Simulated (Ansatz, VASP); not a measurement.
**One calculation of AlN, two programs**

```xyz
2
Lattice="-0.0799 1.9683 1.9683 1.9683 -0.0799 1.9683 1.9683 1.9683 -0.0799" Properties=species:S:1:pos:R:3 pbc="T T T"
Al    1.9283    1.9283    1.9283
N     0.0000    0.0000    0.0000
```

Alike in both runs: task single point; functional PBE; k mesh 10 × 10 × 10; occupations gaussian, width 0.05 eV; no spin polarisation.

```csv
,VASP,Ansatz
version,VASP 6.6.1,Ansatz 0.2.0
potentials or method,"VASP PAW PBE potentials, release 64 (Al, N)","scalar-relativistic, plane waves, PAW"
plane-wave cutoff (eV),520,520
valence electrons in the cell,8,8
```

|  | VASP | Ansatz | Ansatz less VASP |
| --- | --- | --- | --- |
| gap on the k mesh at the Fermi level (eV) | 3.81 | 3.82 | +0.009 |
| least direct gap on the mesh (eV) | 5.30 | 5.29 | -0.012 |
| pressure (GPa) | 11.3 | 11.4 | +0.13 |
| largest component of the traceless stress (GPa) | 12.10 | 12.09 | -0.008 |

With one functional, cell and mesh, what is left measures potentials, basis and numerics.

A k mesh can miss the band edges.
